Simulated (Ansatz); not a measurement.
Crystal: Mo.

```
Mo
1.0
    -1.58381    1.58381    1.58381
     1.58381   -1.58381    1.58381
     1.58381    1.58381   -1.58381
Mo
1
Direct
  0.00000 0.00000 0.00000
```

```yaml
Program: Ansatz 0.2.0
Task: relaxation of cell and atoms
Functional: PBE
Dispersion: D3(BJ)
Potentials_or_basis: Ansatz PAW
Cutoff: "420 eV (not typed: the program's choice for these potentials)"
k_mesh: 12 × 12 × 12
Occupations: fermi-dirac, width 0.05 eV
Spin: no spin polarisation
```

At the start: volume 15.89 Å³/atom.

Problem. How do energy, volume and symmetry change on relaxing?

Solution. It ends after 4 steps and the volume is 15.33 Å³/atom (-3.5 %); space group Im-3m (No. 229, to 0.05 Å).

The path:
| step | energy change (eV) | largest force (eV/Å) | volume (Å³) |
| --- | --- | --- | --- |
| 1 | 0.0000 | 0.0000 | 15.89 |
| 2 | -0.0166 | 0.0000 | 15.40 |
| 3 | -0.0168 | 0.0000 | 15.33 |
| 4 | -0.0167 | 0.0000 | 15.33 |

Final structure:
```
CELL_PARAMETERS angstrom
-1.56506 1.56506 1.56506
1.56506 -1.56506 1.56506
1.56506 1.56506 -1.56506
ATOMIC_POSITIONS crystal
Mo 0.00000 0.00000 0.00000
```

Caveat: the plane-wave basis is chosen anew once the cell has moved, so the energies of steps on either side of that aren't comparable; pairwise dispersion overbinds metals, which lowers pressure and volume.
